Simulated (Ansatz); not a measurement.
Crystal: TlCl, CsCl type, 2 atoms in the cell.

Level of theory: HSE06, plane waves, PAW datasets (earlier set, tuned by hand) in Ansatz 0.2.0 development build.

Cutoff 660 eV; exchange singularity: regularized; k-mesh 4×4×4 Γ-centred; Fermi–Dirac smearing of 0.05 eV; no spin polarisation; no spin–orbit coupling.

```tsv
V (Å³/atom)	a (Å)	E − E(min) (meV/atom)	P (GPa)
27.287	3.7931	12.10	2.04
28.177	3.8339	3.58	1.06
29.066	3.8738	0.00	0.25
29.956	3.9130	0.54	-0.43
30.846	3.9513	4.51	-0.99
```

(1) Fit a third-order Birch–Murnaghan equation of state to the energies.

Answers

(1) V₀ = 29.377 Å³/atom (a₀ = 3.888 Å), B₀ = 22.9 GPa, B₀′ = 5.09.

The stress includes the program's correction for the finite plane-wave basis.

The k-mesh is coarse, so these values belong to this mesh and can lie far from the converged ones. Spin–orbit coupling is left out, which matters for 6p elements such as Tl, Pb and Bi.
